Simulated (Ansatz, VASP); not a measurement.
**SnSe in VASP and in Ansatz**

```xyz
2
Lattice="0.0000 2.4158 2.4158 2.4158 0.0000 2.4158 2.4158 2.4158 0.0000" Properties=species:S:1:pos:R:3 pbc="T T T"
Sn    0.0000    0.0000    0.0000
Se    2.4158    2.4158    2.4158
```

Alike in both runs: task single point; functional LDA; k mesh 14 × 14 × 14; occupations fermi-dirac, width 0.05 eV; no spin polarisation.

```csv
,VASP,Ansatz
version,VASP 6.6.1,Ansatz 0.2.0
potentials or method,"VASP PAW LDA potentials, release 64 (Sn_d, Se)","PAW with other files of Ansatz's library (level accurate), scalar-relativistic"
plane-wave cutoff (eV),520,770
valence electrons in the cell,20,38
```

|  | VASP | Ansatz | Ansatz less VASP |
| --- | --- | --- | --- |
| pressure (GPa) | 129.4 | 128.0 | -1.41 |

The two sets of potentials don't hold the same shells in valence.

Caveats: the cell as given lies far from equilibrium; so large a pressure means that the cell lies far from this level's equilibrium, or that cutoff or potentials fall short (VASP).
